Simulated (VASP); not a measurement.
Input of a VASP 6.6.1 run:

INCAR

```
PREC = Accurate
ENCUT = 520
EDIFF = 1E-6
ISMEAR = 0
SIGMA = 0.02
LREAL = False
LASPH = True
NELM = 100
ALGO = Normal
ISIF = 2
LWAVE = False
LCHARG = True
ISPIN = 2
MAGMOM = 4
LORBIT = 11
LMAXMIX = 4
GGA = PS
LELF = True
LVHAR = True
NBANDS = 16
```

KPOINTS

```
Automatic mesh
0
Gamma
  12 12 12
```

The input POSCAR:

```
Mn
1.0
   -1.5405000000      1.5405000000      1.5405000000
    1.5405000000     -1.5405000000      1.5405000000
    1.5405000000      1.5405000000     -1.5405000000
Mn
1
Cartesian
    0.0000000000      0.0000000000      0.0000000000
```

Potentials or basis: VASP PAW PBE potentials, release 54 (Mn_pv).

The run is started by

```console
$ cat potpaw_PBE.54/Mn_pv/POTCAR > POTCAR
$ mpirun -np 1 vasp_std > vasp.out
```

Task: Estimate the pressure.

Result: -16.0 GPa.

Task: Predict the net moment.

Result: 3.07 μB per cell.

Task: Estimate the site moments.

Result: Mn +2.97 μB.

Caveat: so large a pressure means that the cell lies far from this level's equilibrium, or that cutoff or potentials fall short; the potentials were made for another functional, which shifts forces and pressure.
